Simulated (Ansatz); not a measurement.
# Every step of a relaxation of SnTe (zincblende type)

DFT, PBE, PAW with Ansatz's default frozen-core files, scalar-relativistic (Ansatz 0.2.0); a Γ-centred 11×11×11 k mesh, Fermi–Dirac smearing of 0.1 eV, no spin polarisation. The run relaxes cell and atoms at a target pressure of 3.5 GPa.

Command: `ansatz run input.yaml --threads 1 --pin off --max-ram 3584MiB --backend cpu --events-out ev --progress --plain --runs-dir out` It took 38 s on 1 thread of Intel(R) Xeon(R) 6975P-C (Granite Rapids), on a shared host, peak memory 0.48 GiB.

PAW: frozen-core files, cutoff 420 eV; forces are relaxed below 0.005 eV/Å.

Each step lists its enthalpy F + pV a cell above the last geometry, the pressure, the cell vectors (Å), and Cartesian positions (Å) with forces (eV/Å).

The first step:

```
step 1  dH = 226.12 meV  P = 10.45 GPa
  cell 0.0000 3.2962 3.2962  3.2962 0.0000 3.2962  3.2962 3.2962 0.0000
  Sn 0.0000 0.0000 0.0000   0.0000 0.0000 0.0000
  Te 1.6481 1.6481 1.6481   0.0000 0.0000 0.0000
```

Spin–orbit coupling is left out, which matters for the heavy atoms.

**Question.** Where does the relaxation end, and by which steps?

**Answer.** After 4 geometries, with conventional a, b, c = 6.935, 6.935, 6.935 Å, at 41.689 Å³/atom (+16.41 % against the start) in space group F-43m, with a shortest distance of 3.003 Å. The further steps:
```
step 2  dH = 0.66 meV  P = 3.83 GPa
  cell 0.0000 3.4569 3.4569  3.4569 0.0000 3.4569  3.4569 3.4569 0.0000
  Sn 0.0000 0.0000 0.0000   0.0000 0.0000 0.0000
  Te 1.7285 1.7285 1.7285   0.0000 0.0000 0.0000
step 3  dH = 0.00 meV  P = 3.55 GPa
  cell 0.0000 3.4658 3.4658  3.4658 0.0000 3.4658  3.4658 3.4658 0.0000
  Sn 0.0000 0.0000 0.0000   0.0000 0.0000 0.0000
  Te 1.7329 1.7329 1.7329   0.0000 0.0000 0.0000
step 4  dH = 0.00 meV  P = 3.50 GPa
  cell 0.0000 3.4674 3.4674  3.4674 0.0000 3.4674  3.4674 3.4674 0.0000
  Sn 0.0000 0.0000 0.0000   0.0000 0.0000 0.0000
  Te 1.7337 1.7337 1.7337   0.0000 0.0000 0.0000
step 5  dH = -1.62 meV  P = 3.49 GPa  (same geometry on a basis chosen anew; earlier energies don't compare to the last digit)
  cell 0.0000 3.4674 3.4674  3.4674 0.0000 3.4674  3.4674 3.4674 0.0000
  Sn 0.0000 0.0000 0.0000   0.0000 0.0000 0.0000
  Te 1.7337 1.7337 1.7337   0.0000 0.0000 0.0000
```
